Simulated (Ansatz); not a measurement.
## GaP in Ansatz: the effect of functional

GaP:

```xyz
2
Lattice="0.0000 2.7252 2.7252 2.7252 0.0000 2.7252 2.7252 2.7252 0.0000" Properties=species:S:1:pos:R:3 pbc="T T T"
Ga    0.0000    0.0000    0.0000
P     4.0879    4.0879    4.0879
```

Alike in all runs:

- Program: Ansatz 0.2.0
- Task: single point
- Potentials or basis: all-electron PAW datasets made for the crystal
- k mesh: 6 × 6 × 6
- Occupations: fermi-dirac, width 0.05 eV
- Spin: no spin polarisation

```csv
functional,cutoff,gap on the mesh (eV),pressure (GPa)
PBE,240 eV (chosen from the basis error),?,?
HSE06,270 eV (chosen from the basis error),2.29,0.7
PBE0,270 eV (chosen from the basis error),2.96,0.5
```

Question: What does the run with functional PBE give?

Answer: gap on the mesh 1.65 eV; pressure 2.5 GPa.

A k mesh can miss the band edges.
